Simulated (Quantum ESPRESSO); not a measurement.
# FeO (Wuestite) (Fm-3m) in Quantum ESPRESSO: notebook, part 2 of 5

Quantum ESPRESSO 7.5. Earlier steps stand in the parts before.

**3. Phonons, LDA, collinear spin, ferromagnetic start**

File pw.in:

```
&CONTROL
  calculation = 'scf'
  prefix = 'pwscf'
  outdir = './tmp'
  pseudo_dir = './pseudo'
  tprnfor = .true.
  tstress = .true.
  disk_io = 'low'
/
&SYSTEM
  ibrav = 0
  nat = 2
  ntyp = 2
  ecutwfc = 36
  ecutrho = 216
  nbnd = 21
  occupations = 'smearing'
  smearing = 'fd'
  degauss = 0.00367493
  nspin = 2
  starting_magnetization(1) = 0.1875
  starting_magnetization(2) = 0
/
&ELECTRONS
  conv_thr = 4d-10
  electron_maxstep = 120
  mixing_beta = 0.3
/
ATOMIC_SPECIES
Fe    55.8450 Fe.LDA_PW-JTH.UPF
O     15.9990 O.LDA_PW-JTH.UPF
CELL_PARAMETERS angstrom
   0.0000000000    2.1554000000    2.1554000000
   2.1554000000    0.0000000000    2.1554000000
   2.1554000000    2.1554000000    0.0000000000
ATOMIC_POSITIONS crystal
Fe     0.0000000000    0.0000000000    0.0000000000
O      0.5000000000    0.5000000000    0.5000000000
K_POINTS automatic
8 8 8 1 1 1
```

File relax.in:

```
&CONTROL
  calculation = 'vc-relax'
  prefix = 'pwscf'
  outdir = './tmp'
  pseudo_dir = './pseudo'
  tprnfor = .true.
  tstress = .true.
  disk_io = 'low'
  nstep = 40
  forc_conv_thr = 0.0001
  etot_conv_thr = 1d-06
/
&SYSTEM
  ibrav = 0
  nat = 2
  ntyp = 2
  ecutwfc = 36
  ecutrho = 216
  nbnd = 21
  occupations = 'smearing'
  smearing = 'fd'
  degauss = 0.00367493
  nspin = 2
  starting_magnetization(1) = 0.1875
  starting_magnetization(2) = 0
/
&ELECTRONS
  conv_thr = 4d-10
  electron_maxstep = 120
  mixing_beta = 0.3
/
&IONS
  ion_dynamics = 'bfgs'
/
&CELL
  cell_dynamics = 'bfgs'
  press = 0
  press_conv_thr = 0.2
/
ATOMIC_SPECIES
Fe    55.8450 Fe.LDA_PW-JTH.UPF
O     15.9990 O.LDA_PW-JTH.UPF
CELL_PARAMETERS angstrom
   0.0000000000    2.1554000000    2.1554000000
   2.1554000000    0.0000000000    2.1554000000
   2.1554000000    2.1554000000    0.0000000000
ATOMIC_POSITIONS crystal
Fe     0.0000000000    0.0000000000    0.0000000000
O      0.5000000000    0.5000000000    0.5000000000
K_POINTS automatic
8 8 8 1 1 1
```

File scf2.in:

```
&CONTROL
  calculation = 'scf'
  prefix = 'pwscf'
  outdir = './tmp'
  pseudo_dir = './pseudo'
  tprnfor = .true.
  tstress = .true.
  disk_io = 'low'
/
&SYSTEM
  ibrav = 0
  nat = 2
  ntyp = 2
  ecutwfc = 36
  ecutrho = 216
  nbnd = 21
  occupations = 'smearing'
  smearing = 'fd'
  degauss = 0.00367493
  nspin = 2
  starting_magnetization(1) = 0.1875
  starting_magnetization(2) = 0
/
&ELECTRONS
  conv_thr = 1d-13
  electron_maxstep = 120
  mixing_beta = 0.3
  startingpot = 'file'
  startingwfc = 'file'
/
ATOMIC_SPECIES
Fe    55.8450 Fe.LDA_PW-JTH.UPF
O     15.9990 O.LDA_PW-JTH.UPF
CELL_PARAMETERS angstrom
   0.0000000000    2.0746610434    2.0746610434
   2.0746610434    0.0000000000    2.0746610434
   2.0746610434    2.0746610434    0.0000000000
ATOMIC_POSITIONS crystal
Fe     0.0000000000    0.0000000000    0.0000000000
O      0.5000000000    0.5000000000    0.5000000000
K_POINTS automatic
8 8 8 1 1 1
```

File ph.in:

```
phonons of FeO
&INPUTPH
  prefix = 'pwscf'
  outdir = './tmp'
  tr2_ph = 1d-16
  fildyn = 'dyn'
  niter_ph = 60
  alpha_mix(1) = 0.4
/
0.0000000000 0.0000000000 0.0000000000
```

File dynmat.in:

```
&INPUT
  fildyn = 'dyn'
  asr = 'crystal'
  filout = 'dynmat.disp'
  fileig = 'dynmat.eig'
/
```

Potentials or basis: JTH 2.0 LDA.

Started as:

```bash
$ OMP_NUM_THREADS=1 pw.x -in pw.in > pw.out
$ OMP_NUM_THREADS=1 pw.x -in relax.in > relax.out
$ OMP_NUM_THREADS=1 pw.x -in scf2.in > scf2.out
$ OMP_NUM_THREADS=1 ph.x -in ph.in > ph.out
$ OMP_NUM_THREADS=1 dynmat.x -in dynmat.in > dynmat.out
```

pw.out:

```text
This program is part of the open-source Quantum ESPRESSO suite
     for quantum simulation of materials; please cite
         "P. Giannozzi et al., J. Phys.:Condens. Matter 21 395502 (2009);
         "P. Giannozzi et al., J. Phys.:Condens. Matter 29 465901 (2017);
         "P. Giannozzi et al., J. Chem. Phys. 152 154105 (2020);
     in publications or presentations arising from this work. More details at

     file Fe.LDA_PW-JTH.UPF: wavefunction(s)  3S 3P 0P 0D renormalized
     file O.LDA_PW-JTH.UPF: wavefunction(s)  0S 2P 0P renormalized
     Message from routine setup:
     using ibrav=0 with symmetry is DISCOURAGED, use correct ibrav instead

     G-vector sticks info
     --------------------
     sticks:   dense  smooth     PW     G-vecs:    dense   smooth      PW
     Sum         499     313    121                 7343     3839     869

     Using Slab Decomposition

     bravais-lattice index     =            0
     lattice parameter (alat)  =       5.7603  a.u.
     unit-cell volume          =     135.1482 (a.u.)^3
     number of atoms/cell      =            2
     number of atomic types    =            2
     number of electrons       =        22.00
     number of Kohn-Sham states=           21
     kinetic-energy cutoff     =      36.0000  Ry
     charge density cutoff     =     216.0000  Ry
     scf convergence threshold =      4.0E-10
     mixing beta               =       0.3000
     number of iterations used =            8  plain     mixing
     Exchange-correlation= SLA PW NOGX NOGC
                           (   1   4   0   0   0   0   0)

     celldm(1)=   5.760255  celldm(2)=   0.000000  celldm(3)=   0.000000
     celldm(4)=   0.000000  celldm(5)=   0.000000  celldm(6)=   0.000000

     crystal axes: (cart. coord. in units of alat)
               a(1) = (   0.000000   0.707107   0.707107 )
               a(2) = (   0.707107   0.000000   0.707107 )
               a(3) = (   0.707107   0.707107   0.000000 )

     reciprocal axes: (cart. coord. in units 2 pi/alat)
               b(1) = ( -0.707107  0.707107  0.707107 )
               b(2) = (  0.707107 -0.707107  0.707107 )
               b(3) = (  0.707107  0.707107 -0.707107 )

     PseudoPot. # 1 for Fe read from file:
     Fe.LDA_PW-JTH.UPF
     Pseudo is Projector augmented-wave + core cor, Zval = 16.0
     Generated using ATOMPAW code
     Shape of augmentation charge: SINC**2
     Using radial grid of 1038 points,  6 beta functions with:
                l(1) =   0
                l(2) =   0
                l(3) =   1
                l(4) =   1
                l(5) =   2
                l(6) =   2
     Q(r) pseudized with 0 coefficients

     PseudoPot. # 2 for O  read from file:
     O.LDA_PW-JTH.UPF
     Pseudo is Projector augmented-wave + core cor, Zval =  6.0
     Generated using ATOMPAW code
     Shape of augmentation charge: SINC**2
     Using radial grid of  943 points,  4 beta functions with:
                l(1) =   0
                l(2) =   0
                l(3) =   1
                l(4) =   1
     Q(r) pseudized with 0 coefficients

     atomic species   valence    mass     pseudopotential
     Fe               16.00    55.84500     Fe( 1.00)
     O                 6.00    15.99900     O ( 1.00)

     Starting magnetic structure
     atomic species   magnetization
     Fe              0.188
     O               0.000

     48 Sym. Ops., with inversion, found

   Cartesian axes

     site n.     atom                  positions (alat units)
         1        Fe     tau(   1) = (   0.0000000   0.0000000   0.0000000  )
         2        O      tau(   2) = (   0.7071068   0.7071068   0.7071068  )

     number of k points=    60  Fermi-Dirac smearing, width (Ry)=  0.0037
                       cart. coord. in units 2pi/alat
        k(    1) = (   0.0441942   0.0441942   0.0441942), wk =   0.0039062
        k(    2) = (   0.1325825   0.1325825  -0.0441942), wk =   0.0117188
        k(    3) = (   0.2209709   0.2209709  -0.1325825), wk =   0.0117188
        k(    4) = (   0.3093592   0.3093592  -0.2209709), wk =   0.0117188
        k(    5) = (  -0.3093592  -0.3093592   0.3977476), wk =   0.0117188
        k(    6) = (  -0.2209709  -0.2209709   0.3093592), wk =   0.0117188
[... 52 lines left out ...]
        k(   59) = (   0.3093592   0.3093592   0.3093592), wk =   0.0039062
        k(   60) = (  -0.3093592  -0.3093592   0.9280777), wk =   0.0117188

     Dense  grid:     7343 G-vectors     FFT dimensions: (  27,  27,  27)

     Smooth grid:     3839 G-vectors     FFT dimensions: (  24,  24,  24)

     Generating pointlists ...
     new r_m :   0.2917 (alat units)  1.6802 (a.u.) for type    1
     new r_m :   0.2917 (alat units)  1.6802 (a.u.) for type    2

     Initial potential from superposition of free atoms

     starting charge      21.9994, renormalised to      22.0000
     Starting wfcs are   26 randomized atomic wfcs

     Self-consistent Calculation

     iteration #  1     ecut=    36.00 Ry     beta= 0.30
     Davidson diagonalization with overlap
     ethr =  1.00E-02,  avg # of iterations =  4.8

     total energy              =    -365.20657971 Ry
     estimated scf accuracy    <       0.88789027 Ry

     total magnetization       =     4.06 Bohr mag/cell
     absolute magnetization    =     4.06 Bohr mag/cell
[... 108 lines left out ...]
     total magnetization       =     4.00 Bohr mag/cell
     absolute magnetization    =     4.00 Bohr mag/cell

     iteration # 13     ecut=    36.00 Ry     beta= 0.30
     Davidson diagonalization with overlap
     ethr =  2.59E-12,  avg # of iterations =  2.0

     Magnetic moment per site  (integrated on atomic sphere of radius R)
     atom   1 (R=0.292)  charge= 13.5463  magn=  3.4198
     atom   2 (R=0.292)  charge=  5.7976  magn=  0.3383

     End of self-consistent calculation

     Number of k-points >= 100: set verbosity='high' to print the bands.

     the Fermi energy is    15.0898 ev

!    total energy              =    -365.45328027 Ry
     total all-electron energy =      -365.453280 Ry
     estimated scf accuracy    <          6.3E-11 Ry
     smearing contrib. (-TS)   =      -0.00074543 Ry
     internal energy E=F+TS    =    -365.45253484 Ry

     The total energy is F=E-TS. E is the sum of the following terms:
     one-electron contribution =    -134.03091856 Ry
     hartree contribution      =      60.32409325 Ry
     xc contribution           =     -30.33976880 Ry
     ewald contribution        =    -190.02755604 Ry
     one-center paw contrib.   =     -71.37838469 Ry

     total magnetization       =     4.00 Bohr mag/cell
     absolute magnetization    =     4.00 Bohr mag/cell

     convergence has been achieved in  13 iterations

     Forces acting on atoms (cartesian axes, Ry/au):

     atom    1 type  1   force =     0.00000000    0.00000000   -0.00000000
     atom    2 type  2   force =    -0.00000000   -0.00000000    0.00000000

     Total force =     0.000000     Total SCF correction =     0.000000

     Computing stress (Cartesian axis) and pressure

          total   stress  (Ry/bohr**3)                   (kbar)     P=     -212.86
  -0.00144701   0.00000000   0.00000000         -212.86        0.00        0.00
   0.00000000  -0.00144701   0.00000000            0.00     -212.86        0.00
   0.00000000   0.00000000  -0.00144701            0.00        0.00     -212.86

=------------------------------------------------------------------------------=
   JOB DONE.
=------------------------------------------------------------------------------=
```

relax.out:

```text
This program is part of the open-source Quantum ESPRESSO suite
     for quantum simulation of materials; please cite
         "P. Giannozzi et al., J. Phys.:Condens. Matter 21 395502 (2009);
         "P. Giannozzi et al., J. Phys.:Condens. Matter 29 465901 (2017);
         "P. Giannozzi et al., J. Chem. Phys. 152 154105 (2020);
[... 401 lines left out ...]
   0.00000000  -0.00019172   0.00000000            0.00      -28.20        0.00
   0.00000000   0.00000000  -0.00019172            0.00        0.00      -28.20

=------------------------------------------------------------------------------=
   JOB DONE.
=------------------------------------------------------------------------------=
```

scf2.out:

```text
This program is part of the open-source Quantum ESPRESSO suite
     for quantum simulation of materials; please cite
         "P. Giannozzi et al., J. Phys.:Condens. Matter 21 395502 (2009);
         "P. Giannozzi et al., J. Phys.:Condens. Matter 29 465901 (2017);
         "P. Giannozzi et al., J. Chem. Phys. 152 154105 (2020);
[... 231 lines left out ...]
   0.00000000  -0.00019159   0.00000000            0.00      -28.18        0.00
   0.00000000   0.00000000  -0.00019159            0.00        0.00      -28.18

=------------------------------------------------------------------------------=
   JOB DONE.
=------------------------------------------------------------------------------=
```

Wall time 9.6 min (1 thread of Arm Neoverse V1, shared host); peak memory 0.08 GiB.

What came out:

```
Free energy                                           : -4972.3208 eV
Band gap on the k mesh                                : none (metal or under the smearing width)
Net moment                                            : 3.73 μB per cell
Absolute moment                                       : 3.73 μB per cell
Site moments                                          : Fe +3.18; O +0.30 μB
Valence electrons inside the program's atomic spheres : Fe 13.55; O 5.80
Highest phonon frequency at Γ                         : 313 cm⁻¹
```

Levels at points of the mesh, in eV from the Fermi level:
Spin up:
```
           k point  band 11  band 12  band 13  band 14  band 15  band 16
(0.06, 0.06, 0.06)    -3.58    -3.06    -3.06     1.06    14.94    17.77
```
Spin down:
```
           k point  band 5  band 6  band 7  band 8  band 9  band 10  band 11  band 12  band 13  band 14
(0.06, 0.06, 0.06)  -20.99   -4.14   -3.95   -3.95   -0.96    -0.96    -0.94    -0.01    -0.01     1.81
```

Phonon frequencies in cm⁻¹ (negative: imaginary):
```csv
q point,frequencies
"(0.000, 0.000, 0.000)",3 3 3 313 313 313
```

Optical modes at Γ, degenerate ones joined:
```tsv
cm⁻¹	components	symmetry	active in
313	3	T1u	IR
```

Caveat: the k mesh is coarse; the cutoff is too short for stress, so the log's stress isn't used; the cutoff is low for these files, which shifts pressure and relaxed volume; the cutoff lies well under what these potentials need, so the values aren't converged; a cell with one magnetic atom can't hold antiferromagnetic order, which such compounds often take; semilocal functionals often make such compounds metallic where correlation or magnetic order opens a gap, which also shifts bond lengths.

[end of part 2 of 5]
